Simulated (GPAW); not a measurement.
Wanted: an ASE script for a GPAW 26.7.0 run.

```
Task                : phonons
Functional          : LDA
Potentials or basis : PAW data sets generated in the run's folder for this functional
Cutoff              : 680 eV
Basis               : pw
k mesh              : 6 × 6 × 8
Occupations         : fermi-dirac, width 0.05 eV
Spin                : no spin polarisation
Maxiter             : 150
Convergence         : density=1e-06 eigenstates=1e-09
Supercell           : 1 × 1 × 1
Supercell k mesh    : 6 × 6 × 8
Displacement        : 0.01
Relaxed first       : ions
```

The system is SnO2 (Cassiterite).

```
CELL_PARAMETERS angstrom
4.73800 0.00000 0.00000
0.00000 4.73800 0.00000
0.00000 0.00000 3.18650
ATOMIC_POSITIONS crystal
Sn 0.50000 0.50000 0.50000
Sn 0.00000 0.00000 0.00000
O 0.80710 0.19290 0.50000
O 0.69290 0.69290 0.00000
O 0.19290 0.80710 0.50000
O 0.30710 0.30710 0.00000
```

One way to write it, as run:

run.py

```python
import json
import numpy as np
from ase import Atoms
from ase.constraints import FixSymmetry
from ase.io import write
from ase.optimize import BFGS
from phonopy import Phonopy
from phonopy.structure.atoms import PhonopyAtoms
from gpaw import GPAW, PW, setup_paths

setup_paths.insert(0, '.')

atoms = Atoms(['Sn', 'Sn', 'O', 'O', 'O', 'O'],
              cell=[[4.738, 0.0, 0.0],
                    [0.0, 4.738, 0.0],
                    [0.0, 0.0, 3.1865]],
              scaled_positions=[[0.5, 0.5, 0.5],
                                [0.0, 0.0, 0.0],
                                [0.8071, 0.1929, 0.5],
                                [0.6929, 0.6929, 0.0],
                                [0.1929, 0.8071, 0.5],
                                [0.3071, 0.3071, 0.0]],
              pbc=True)

calc = GPAW(mode=PW(680),
            xc='LDA',
            kpts={'size': (6, 6, 8), 'gamma': True},
            occupations={'name': 'fermi-dirac', 'width': 0.05},
            nbands=43,
            convergence={'density': 1e-06, 'eigenstates': 1e-09},
            maxiter=150,
            txt='gpaw.txt')
atoms.calc = calc
atoms.set_constraint(FixSymmetry(atoms))
BFGS(atoms, trajectory='relax.traj', logfile='-').run(fmax=0.005, steps=40)
atoms.set_constraint()
energy = atoms.get_potential_energy()
forces = atoms.get_forces()
stress = atoms.get_stress()
calc.write('gs.gpw')
write('result.traj', atoms)
print('Cell:', atoms.cell.cellpar().round(4))
print(atoms.get_scaled_positions().round(5))

def force_constants(scale):
    unit = PhonopyAtoms(symbols=atoms.get_chemical_symbols(), cell=atoms.cell[:] * scale**(1 / 3),
                        scaled_positions=atoms.get_scaled_positions())
    ph = Phonopy(unit, supercell_matrix=np.diag([1, 1, 1]), primitive_matrix=np.eye(3), symprec=1e-4)
    ph.generate_displacements(distance=0.01)
    forces = []
    for i, sc in enumerate(ph.supercells_with_displacements):
        a = Atoms(sc.symbols, cell=sc.cell, scaled_positions=sc.scaled_positions, pbc=True)
        c = GPAW(mode=PW(680),
                 xc='LDA',
                 kpts={'size': (6, 6, 8), 'gamma': True},
                 occupations={'name': 'fermi-dirac', 'width': 0.05},
                 nbands=43,
                 convergence={'density': 1e-06, 'eigenstates': 1e-09},
                 maxiter=150,
                 txt=f'disp-{scale:.3f}-{i:02d}.txt')
        a.calc = c
        f = a.get_forces()
        forces.append(f - f.mean(axis=0))
        print(f'displacement {i}: drift', f.mean(axis=0).round(5), flush=True)
    ph.forces = forces
    ph.produce_force_constants()
    ph.symmetrize_force_constants()
    return ph

qpoints = [[0.0, 0.0, 0.0]]
results = {}
for scale in [1.0]:
    ph = force_constants(scale)
    ph.run_qpoints(qpoints)
    nu = ph.qpoints.frequencies * 33.35641  # THz to cm^-1
    results[f'{scale:.3f}'] = nu.tolist()
    for qp, f in zip(qpoints, nu):
        print(scale, np.round(qp, 4), f.round(2))
json.dump(results, open('phonons.json', 'w'))
```

Potentials or basis: PAW data sets generated in the run's folder for this functional, pw.

The run is started by

```console
$ gpaw-setup -f LDA O Sn
$ OMP_NUM_THREADS=1 python run.py
```

It gave:

* Pressure after relaxing: -4.4 GPa
* Band gap on the k mesh: 1.14 eV, direct
* Highest phonon frequency at Γ, LO-TO splitting left out: 738 cm⁻¹

Caveat: the cell is more than 3 GPa from zero pressure, which shifts response properties; the cutoff is short for stress and forces, so pressures can be off by a GPa or more; the LO-TO splitting is left out; spin-orbit coupling is left out, which moves the levels of the heavy elements.

Run time: 28 min on 1 thread of Arm Neoverse V1, with other jobs on the host, peak memory 1.2 GiB.
